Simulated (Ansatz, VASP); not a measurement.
**HfC: VASP beside Ansatz**

```
CELL_PARAMETERS angstrom
0.00000 2.32500 2.32500
2.32500 0.00000 2.32500
2.32500 2.32500 0.00000
ATOMIC_POSITIONS crystal
Hf 0.50000 0.50000 0.50000
C 0.00000 0.00000 0.00000
```

Alike in both runs: task relaxation of cell and atoms; functional PBE; k mesh 10 × 10 × 10; occupations fermi-dirac, width 0.05 eV; no spin polarisation.

```csv
,VASP,Ansatz
version,VASP 6.6.1,Ansatz 0.2.0
potentials or method,"VASP PAW PBE potentials, release 64 (Hf_pv, C)",Ansatz PAW
plane-wave cutoff (eV),600,420
valence electrons in the cell,14,30
```

Ansatz gave:

```
gap on the k mesh at the Fermi level, each at its own relaxed structure (eV) : none
relaxed volume (Å³/atom)                                                     : 12.58
relaxed cell length with the largest relative difference (Å)                 : 3.289
```

What did VASP give for the same quantities?

gap on the k mesh at the Fermi level, each at its own relaxed structure (eV): none; relaxed volume (Å³/atom): 12.54; relaxed cell length with the largest relative difference (Å): 3.286.

A gap of «none» marks a metal or a gap that the smearing closes. The two sets of potentials don't hold the same shells in valence.

Caveats: the plane-wave basis is chosen anew once the cell has moved, so the energies of steps on either side of that aren't comparable (Ansatz). The runs have no spin-orbit coupling, so splittings on Hf are missing.
